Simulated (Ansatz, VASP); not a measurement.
## One calculation of MgI2, two programs

```
I Mg
1.0
     4.14000    0.00000    0.00000
    -2.07000    3.58535    0.00000
     0.00000    0.00000    6.88000
I Mg
2 1
Direct
  0.66667 0.33333 0.75000
  0.33333 0.66667 0.25000
  0.00000 0.00000 0.00000
```

Alike in both runs: task single point; functional PBE; k mesh 8 × 8 × 4; occupations fermi-dirac, width 0.05 eV; no spin polarisation.

|  | VASP | Ansatz |
| --- | --- | --- |
| version | VASP 6.6.1 | Ansatz 0.2.0 |
| potentials or method | VASP PAW PBE potentials, release 64 (I, Mg) | Ansatz PAW |
| plane-wave cutoff (eV) | 520 | 420 |
| valence electrons in the cell | 16 | 44 |

Ansatz gave:

| Quantity | Value |
| --- | --- |
| gap on the k mesh at the Fermi level (eV) | 3.49 |
| least direct gap on the mesh (eV) | 3.64 |
| pressure (GPa) | 0.6 |
| largest component of the traceless stress (GPa) | 0.37 |
| rms of the force components (eV/Å) | 0.116 |

Question: Estimate VASP's values.

Answer: gap on the k mesh at the Fermi level (eV): 3.48; least direct gap on the mesh (eV): 3.63; pressure (GPa): 0.6; largest component of the traceless stress (GPa): 0.37; rms of the force components (eV/Å): 0.120.

Atom by atom the forces differ by 0.005 eV/Å (rms over components). The two sets of potentials don't hold the same shells in valence.

Caveats: spin-orbit coupling is left out, which moves the levels of the heavy elements; the cell's inner coordinates are idealised or old, which leaves forces on the atoms; this functional lacks dispersion, which binds the layers, so the pressure and a relaxed spacing across them are unreliable. A k mesh can miss the band edges. A hybrid or GW would open this gap; PBE tends to underestimate it.
